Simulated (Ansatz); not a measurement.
Input of an Ansatz 0.2.0 run:

The input input.yaml:

```yaml
crystal:
  lattice:
    - [-2.574489719, 2.574489719, 1.3974126432]
    - [2.574489719, -2.574489719, 1.3974126432]
    - [2.574489719, 2.574489719, -1.3974126432]
  atoms:
    - { symbol: Ge, position: [0.5, 0.5, 0.0] }
    - { symbol: Ge, position: [0.25, 0.75, 0.5] }
hamiltonian:
  xc: pbe
  pseudopotentials: { kind: paw }
kpoints:
  mp_grid: { grid: [11, 11, 11] }
scf:
  occupations: { method: gaussian, width: 0.022 }
output:
  forces: true
  stress: true
  eigenvalues: true
  write_density: true
  write_potential: true
  elf: true
  volumetric_format: npy
```

Potentials or basis: Ansatz PAW.

Run with:

```console
$ ansatz run input.yaml --threads 2 --pin off --max-ram 5632MiB --backend cpu --events-out ev --progress --plain --runs-dir out
```

Task: What does it give for the band gap on the k mesh?

Result: None (metal or under the smearing width).

Task: What does it give for the pressure?

Result: 3.2 GPa.

Stress tensor (GPa, compression positive):
```
3.07 0.00 0.00
0.00 3.07 0.00
0.00 0.00 3.51
```
